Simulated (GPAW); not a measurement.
**Hf in GPAW: the effect of functional**

The system is Hf.

```
CELL_PARAMETERS angstrom
3.19670 0.00000 0.00000
-1.59835 2.76842 0.00000
0.00000 0.00000 5.05780
ATOMIC_POSITIONS crystal
Hf 0.66667 0.33333 0.75000
Hf 0.33333 0.66667 0.25000
```

Alike in all runs:

| Property | Result |
| --- | --- |
| Program | GPAW 26.7.0 |
| Task | band structure |
| Cutoff | 600 eV |
| Basis | pw |
| k mesh | 10 × 10 × 5 |
| Occupations | fermi-dirac, width 0.05 eV |
| Spin | no spin polarisation |

```tsv
functional	potentials or basis	pressure (GPa)
LDA	the program's PAW data sets (release 1.2.1) made for this functional	-7.5
PBE	GPAW PAW data sets (gpaw-data 1.2.1)	0.9
PBEsol	PAW data sets generated in the run's folder for this functional	?
RPBE	the program's PAW data sets (release 1.2.1) made for this functional	3.8
revPBE	the program's PAW data sets (release 1.2.1) made for this functional	3.0
BLYP	PAW data sets generated in the run's folder for this functional	3.5
```

**Question.** What does the run with functional PBEsol give?

**Answer.** Pressure -3.5 GPa.
